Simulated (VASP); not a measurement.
SiGe2: single point with PBE

Crystal: SiGe2.

```
Si Ge
1.0
     0.00000    2.89142    2.89142
     2.89142    0.00000    2.89142
     2.89142    2.89142    0.00000
Si Ge
1 2
Direct
  0.00000 0.00000 0.00000
  0.75000 0.75000 0.75000
  0.25000 0.25000 0.25000
```

The cell comes from a database or a generator and needn't be the stable form of this composition.

```yaml
Program: VASP 6.6.1
Task: single point
Functional: PBE
Potentials_or_basis: VASP PAW PBE potentials, release 64 (Si, Ge_d)
Cutoff: 520 eV
k_mesh: 6 × 6 × 6
Occupations: gaussian, width 0.1 eV
Spin: no spin polarisation
```

| Property | Result |
| --- | --- |
| Pressure | 20.4 GPa |
| Band gap on the k mesh | none (metal or under the smearing width) |

Levels at points of the mesh, in eV from the Fermi level:
| k point | band 14 | band 15 | band 16 | band 17 | band 18 | band 19 |
| --- | --- | --- | --- | --- | --- | --- |
| (0.00, 0.00, 0.00) | -1.98 | -1.98 | -1.15 | -1.15 | -1.15 | 0.43 |
| (0.50, 0.00, 0.00) | -3.23 | -3.23 | -0.99 | -0.99 | 0.74 | 6.84 |
| (0.50, 0.50, 0.00) | -5.56 | -5.56 | -1.51 | 5.05 | 5.05 | 7.03 |

Run time: 10 s on 1 thread of Intel(R) Xeon(R) 6975P-C (Granite Rapids), with other jobs on the host, peak memory 0.16 GiB.

Caveat: so large a pressure means that the cell lies far from this level's equilibrium, or that cutoff or potentials fall short.
